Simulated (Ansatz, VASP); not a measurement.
# TiBe2: VASP beside Ansatz, part 2 of 2

Aim: how closely do two programs agree when they are given the same cell, functional and k mesh? The cell is taken from a series of runs on this material, whose earlier steps may have relaxed, scaled, displaced or heated it; both programs get it as it stands.

VASP 6.6.1 and Ansatz 0.2.0.

So far: Set-up; VASP: relaxation of cell and atoms, BLYP.

## 3. Ansatz: relaxation of cell and atoms, BLYP

Level of this step: Ansatz beside VASP: Kohn-Sham DFT, plane waves, BLYP (Ansatz).

Ansatz runs on its default PAW (the set named soft_2) files.

The same cell, functional (in two slightly different forms), mesh and smearing now go to Ansatz, which takes its cutoff from its data sets.

Contents of input.yaml:

```yaml
crystal:
  lattice:
    - [0.0, 3.2188595323, 3.2188595323]
    - [3.2188595323, 0.0, 3.2188595323]
    - [3.2188595323, 3.2188595323, 0.0]
  atoms:
    - { symbol: Ti, position: [0.25, 0.25, 0.25] }
    - { symbol: Ti, position: [0.0, 0.0, 0.0] }
    - { symbol: Be, position: [0.625, 0.125, 0.625] }
    - { symbol: Be, position: [0.625, 0.625, 0.125] }
    - { symbol: Be, position: [0.125, 0.625, 0.625] }
    - { symbol: Be, position: [0.625, 0.625, 0.625] }
kpoints:
  mp_grid: { grid: [8, 8, 8] }
hamiltonian:
  xc: blyp
scf:
  occupations: { method: gaussian, width: 0.1 }
output:
  forces: true
  stress: true
  eigenvalues: true
relax:
  adjacent_minimum: "off"
  f_tol: 0.005
  max_steps: 60
  cell: { stress_tol: 0.03 }
```

Launch:

```sh
> ansatz run input.yaml --threads 4 --pin off --max-ram 16384MiB --backend cpu --events-out ev --progress --plain --runs-dir out
```

Numbers of over 12 decimals in the logs are rounded to 6 here.

What it wrote:

```text
Engine: ansatz 0.2.0, aarch64-unknown-linux-gnu
Pseudopotentials: kind: paw
Pseudopotential: Ti, paw, valence charge 12, recommended cutoff 420 eV (normal), Ti.paw.azcp
Pseudopotential: Be, paw, valence charge 2, recommended cutoff 420 eV (normal), Be.paw.azcp
Functional definition: BLYP
  parameter beta = 0.0042
  parameter a = 0.04918
  parameter b = 0.132
  parameter c = 0.2533
  parameter d = 0.349
  exchange = b88_x(beta = beta)
  correlation = lyp_c(a = a, b = b, c = c, d = d)
Crystal: 6 atoms, lattice volume = 66.702 Å³
Basis set: ecut = 420 eV, 1291 PW (Γ), exchange–correlation on 64×64×64 points (8 copies of the dense FFT grid, shifted against one another)
Bands: 22, of which v1, the nominal top of the filled ones, is band 16 counted from 1 (15 counted from 0)
Symmetry: 48 space group operations
Space group: Fd-3m (ITA 227), of the structure as read, at distance tolerance 4.1e-5 Å
k-points: 29 of 512
Non-local potential: Ti, projectors of the file, l = 0: 3, l = 1: 2, l = 2: 3, l = 3: 1
Non-local potential: Be, projectors of the file, l = 0: 2, l = 1: 2, l = 2: 1
PAW form: soft (Blöchl's): semilocal exchange-correlation on the pseudo side does not see the compensation charge
PAW frozen core: Ti, regenerated for the run's functional, and the local potential with it (the file was generated under x = pbe(κ = 0.804, μ = 0.219515), c = pbe(β = 0.066725))
PAW frozen core: Be, regenerated for the run's functional, and the local potential with it (the file was generated under x = pbe(κ = 0.804, μ = 0.219515), c = pbe(β = 0.066725))
PAW one-centre angular grid: Ti, 590 points (default); XC on 64 Gauss nodes
PAW one-centre angular grid: Be, 110 points (default); XC on 64 Gauss nodes
Initial density: superposition of atomic densities (neutral atoms: chi_scale 0, normalization atom), corrected by the library's trained network
Initial wavefunctions: pseudopotential atomic-orbital guess
Functional: x = b88, c = lyp
SCF iter   1: F=—  HF=-5384.240597 eV  |F-HF|=—  |Δ(HF+E_count)|=         —  Δρ=1.84e-2  dr2=3.40e-1  ethr=1.77e-3  ⟨swp⟩=5.0  Hψ=2818  notcnv=0
preconditioner: auto → Kerker (q_TF=auto, 2.414 Å⁻¹)  [metal: Δε(μ)=0.021 eV  Ē_g=4.125 eV  σ=0.100 eV  W_gap=0.12  n_scr=14 (ndim 8)  ℏωp=18.2 eV  f_vac=0.000  D(μ)=10.43/eV (n_scr^D=168)]
SCF iter   2: F=—  HF=-5384.197432 eV  |F-HF|=—  |Δ(HF+E_count)|=   4.32e-2  Δρ=6.87e-3  dr2=4.08e-2  ethr=1.06e-3  ⟨swp⟩=2.0  Hψ=998  notcnv=0  defer=20
SCF iter   3: F=—  HF=-5384.193190 eV  |F-HF|=—  |Δ(HF+E_count)|=   4.24e-3  Δρ=1.97e-3  dr2=2.07e-3  ethr=1.27e-4  ⟨swp⟩=2.0  Hψ=773  notcnv=0  defer=20
SCF iter   4: F=—  HF=-5384.193718 eV  |F-HF|=—  |Δ(HF+E_count)|=   5.28e-4  Δρ=3.92e-4  dr2=1.83e-4  ethr=6.46e-6  ⟨swp⟩=2.5  Hψ=950  notcnv=0  defer=20
SCF iter   5: F=—  HF=-5384.193704 eV  |F-HF|=—  |Δ(HF+E_count)|=   1.41e-5  Δρ=3.68e-5  dr2=7.84e-7  ethr=5.71e-7  ⟨swp⟩=2.0  Hψ=784  notcnv=0  defer=20
SCF iter   6: F=—  HF=-5384.193635 eV  |F-HF|=—  |Δ(HF+E_count)|=   6.89e-5  Δρ=7.14e-6  dr2=3.36e-8  ethr=3.13e-10  ⟨swp⟩=7.2  Hψ=2613  notcnv=0
SCF iter   7: F=-5384.193635 eV  HF=-5384.193635 eV  |F-HF|=3.06e-10  |Δ(HF+E_count)|=   1.06e-8  Δρ=1.56e-6  dr2=1.49e-9  ethr=1.05e-10  ⟨swp⟩=1.6  Hψ=1708  notcnv=0
SCF 1 converged in 7 iterations: F = -5384.193635 eV  dr2 = 1.49e-9
  greatest PAW one-centre occupation: 0.999 electrons in one spin orbital (limit 2), on the Ti atom at site 1 (counted from 0), in its partial waves of l = 0
relax step   1: F+E_penalty+E_count = -5384.19363473 eV  Δ(F+E_penalty+E_count) = +0.000e0 eV  max|allowed force component| = 1.118e-17 eV/Å  Δτ_max = 0.0000 Å  P = +0.493 GPa  Ω = 66.702 Å³  (7 SCF iters, dr2 threshold 1.00e-7 eV, accepted)
[...]
relax step   2: F+E_penalty+E_count = -5384.19397962 eV  Δ(F+E_penalty+E_count) = -3.449e-4 eV  max|allowed force component| = 1.342e-16 eV/Å  Δτ_max = 0.0000 Å  P = -0.066 GPa  Ω = 67.013 Å³  energy of the carried Pulay correction = -6.753e-5 eV  (6 SCF iters, dr2 threshold 6.00e-7 eV, accepted)
[...]
relax step   3: F+E_penalty+E_count = -5384.19399523 eV  Δ(F+E_penalty+E_count) = -1.561e-5 eV  max|allowed force component| = 1.519e-16 eV/Å  Δτ_max = 0.0000 Å  P = -0.000 GPa  Ω = 66.976 Å³  energy of the carried Pulay correction = -5.955e-5 eV  (6 SCF iters, dr2 threshold 1.09e-8 eV, accepted)
[...]
relax step   4: F+E_penalty+E_count = -5384.19405364 eV  Δ(F+E_penalty+E_count) = -5.841e-5 eV  max|allowed force component| = 1.465e-16 eV/Å  Δτ_max = 0.0000 Å  P = +0.001 GPa  Ω = 66.976 Å³  stress off target by 1.14e-3 GPa  SCF on the basis re-selected at this cell (its energy is not comparable with the rows above)  (6 SCF iters)
basis re-selected at this cell: Δ(F+E_penalty+E_count) = -5.841e-5 eV, ΔP = +0.001 GPa vs the last step (what re-selecting the basis moved, of the pressure what is left beyond the Pulay correction that the steps carried, after the strain that the cell walked since its last selection, with what the two solves' SCF thresholds leave and, on support functions, any second-order correction that the steps lacked; it is no m [...]
SCF converged after 6 iterations
Free energy (F): -5384.194054 eV
Harris-Foulkes:  -5384.194054 eV  (|F-HF|=0.00e0)
Internal energy: -5384.146827 eV  (E = F + TS)
E sigma→0 (E₀):  -5384.170440 eV
Entropy (-TS):   -0.047227 eV (-7.871 meV/atom)
Fermi energy:    10.392190 eV
--- Per-component energies (eV) ---
  E_band       = -323.972044
  E_kinetic    = 626.643204
  E_local      = -2123.246052  (includes V_loc(G=0)·N_el)
  E_nonlocal   = 35.906324
  E_hartree    = 900.419132
  E_xc         = -265.831979
  E_vxc        = -316.907746  (∫ρ·V_xc dr)
  E_paw        = -2354.605248  (= ΣΔE_a)
  E_vpaw       = -347.206286  (= ΣTr[D̂ρ^β])
  E_aug_tail   = 0.000202  (compensation charges beyond the density's cutoff)
  E_ewald      = -2203.465979
  E_core_change = 0.033569  (= ΣΔE_core)
  E_smearing   = -0.047227  (= −TS)
  E_closure    = -0.000000  (closes the sum)
  Σ components = -5384.194054   (vs F -5384.194054, Δ=0.00e0)
--- Forces (eV/Å), atoms counted from 1 ---
  atom   1  Ti    -0.00000000    -0.00000000    -0.00000000
  atom   2  Ti     0.00000000     0.00000000     0.00000000
  atom   3  Be     0.00000000    -0.00000000    -0.00000000
  atom   4  Be     0.00000000    -0.00000000     0.00000000
  atom   5  Be     0.00000000    -0.00000000    -0.00000000
  atom   6  Be     0.00000000    -0.00000000    -0.00000000
  max |Σ_I F_I| component: 9.25e-18 eV/Å
--- Stress (GPa, compression-positive) ---
        0.001140      -0.000000      -0.000000
       -0.000000       0.001140      -0.000000
       -0.000000      -0.000000       0.001140
  P = ⅓ Tr σ = 0.0011 GPa (0.011 kbar)
--- Band table (eV; the first three rows and the last of 29) ---
  k-point 0: bands = [... 12 lower, 8.6776, 8.6776, 8.6776, 9.8243, 9.8243, 9.8243, 13.2647, 13.2647, ... 2 higher]
  k-point 1: bands = [... 12 lower, 8.5602, 8.7710, 8.7710, 9.9378, 9.9378, 10.2705, 13.2315, 13.2315, ... 2 higher]
  k-point 2: bands = [... 12 lower, 8.3856, 9.0502, 9.0502, 10.1519, 10.1519, 10.8446, 13.1115, 13.1115, ... 2 higher]
  k-point 28: bands = [... 12 lower, 9.5947, 9.5947, 10.3785, 10.3785, 10.9441, 10.9441, 12.0071, 12.0071, ... 2 higher]
--- Relaxed structure (3 steps of the walk, 3 accepted, 1 SCFs on fresh bases) ---
  F+E_penalty+E_count = -5384.19405364 eV   max|allowed force component| = 1.465e-16 eV/Å   (the final SCF, on the basis selected at the relaxed cell)
  cell:  # Å, volume = 66.9757 Å³
    - [0, 3.223264, 3.223264]
    - [3.223264, 0, 3.223264]
    - [3.223264, 3.223264, 0]
  atoms:
    - { symbol: Ti, position: [0.250000, 0.250000, 0.250000] }
    - { symbol: Ti, position: [0, 0, 0] }
    - { symbol: Be, position: [0.625000, 0.125000, 0.625000] }
    - { symbol: Be, position: [0.625000, 0.625000, 0.125000] }
    - { symbol: Be, position: [0.125000, 0.625000, 0.625000] }
    - { symbol: Be, position: [0.625000, 0.625000, 0.625000] }
```

In the SCF lines HF is the Harris–Foulkes energy and dr2 the Hartree energy of the density residual, in eV; the loop may stop once dr2 is under the threshold and the program's other checks hold. Hψ counts applications of the Hamiltonian.

## 4. Side by side

Known differences besides the potentials themselves: the cutoff is 420 eV in Ansatz and 600 eV in VASP; Ansatz makes its cores anew for this functional, VASP keeps those of its PBE data sets; VASP's log shows a relativistic correction to its local exchange, Ansatz's none; Ansatz adds a Pulay correction to the stress that steers its cell, VASP none. Total energies have different zeros and are not compared.

Both answers:

| quantity | Ansatz | VASP | difference |
| --- | --- | --- | --- |
| volume (Å³) | 66.98 | 67.04 | -0.09 % |
| edge a after relaxation, in the typed setting (Å) | 4.558 | 4.560 | -0.03 % |

## 5. Results

```
difference in volume (relaxation of cell and atoms, BLYP) : -0.093 %
```

**Reading.** The difference in volume is -0.093 % (relaxation of cell and atoms, BLYP), within the 1.2 % picked in this series as the mark of a large difference, as far as the stopping tolerances let one tell. 2 further runs of this series are not shown here. Such differences can come from data sets, numerical settings and the points named under the comparisons, not from the functional's error against experiment.

[Lines on the potential files, build, host, timing and source positions are cut from VASP's logs without a mark.]

[Logs are printed without paths, hosts, clocks, repeated set-up lines and the standing remarks that a program may print on its own settings, such as how far it seeks lower states.]

[Hosts, paths, dates, database ids (printed as entryN), source tags and the programs' standing remarks are cut or masked in the printed files.]
